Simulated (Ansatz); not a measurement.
**Ti: a jump of B**

These are results of DFT PBE, scalar-relativistic, plane waves, PAW in Ansatz 0.2.0, not measurements. (420 eV cutoff, 4×4×4 k-mesh, shifted by half a step, Gaussian smearing of 0.10 eV, no spin polarisation)

Host crystal, relaxed:

```
Ti
1.0
    -1.62775    1.62775    1.62775
     1.62775   -1.62775    1.62775
     1.62775    1.62775   -1.62775
Ti
1
Cartesian
  0.0000 0.0000 0.0000
```

In a supercell of 16 host sites, interstitial B hops to an equivalent place, moving 0.80 Å between the relaxed ends. Climbing-image nudged elastic band at fixed cell with images 0 (start) to 6 (end), the path measured over all atoms, converged to 0.05 eV/Å; the order of the saddle wasn't checked, and the small cell leaves errors of about a tenth of an eV.

Supercell rows in host cell vectors: 0 2 2; 2 0 2; 2 2 0. B was set at (0.250, 0.500, 0.750) of the host cell.

At the relaxed start B has 2 Ti at 2.06 Å, 2 Ti at 2.14 Å, 1 Ti at 2.26 Å, 1 Ti at 2.27 Å, 2 Ti at 3.13 Å.

Q: How high is the barrier, and where does the atom pass?

A: 0.09 eV at image 3, where B has 4 Ti at 2.09 Å, 4 Ti at 2.62 Å.

Cost: 1 run of about 21 core-minutes, on Intel Xeon Platinum 8488C (Sapphire Rapids) (shared hosts).